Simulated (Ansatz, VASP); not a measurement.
## GaSb: 5 runs at one level of theory

The starting cell:

```xyz
2
Lattice="0.0000 3.0590 3.0590 3.0590 0.0000 3.0590 3.0590 3.0590 0.0000" Properties=species:S:1:pos:R:3 pbc="T T T"
Sb    4.5885    4.5885    4.5885
Ga    0.0000    0.0000    0.0000
```

Alike in all runs: task relaxation of cell and atoms; functional PBE; k mesh 8 × 8 × 8; occupations fermi-dirac, width 0.05 eV; no spin polarisation; no spin-orbit coupling.

```tsv
program and potentials	plane-wave cutoff (eV)	notes	equilibrium volume (Å³/atom)
Ansatz, Ansatz PAW	420	14 valence electrons an atom on average	30.00
VASP, PBE PAW files Ga_h, Sb, 980 eV	980	9 valence electrons an atom on average	29.97
VASP, PBE PAW files Ga, Sb, 580 eV	580	4 valence electrons an atom on average	30.13
VASP, PBE PAW files Ga_d, Sb, 600 eV	600	9 valence electrons an atom on average	30.04
Ansatz, all-electron LAPW, scalar-relativistic	-	-	30.03
```

The equilibrium volume spans 29.97 (VASP, PBE PAW files Ga_h, Sb, 980 eV) to 30.13 Å³/atom (VASP, PBE PAW files Ga, Sb, 580 eV), with all-electron results at 30.03. Relaxations stop with a little pressure left, so the last digit of a volume isn't settled.

Differences between rows come from potentials, basis sets and numerical settings, since the functional is the same but for its coding. Runs on potential files found faulty are left out.
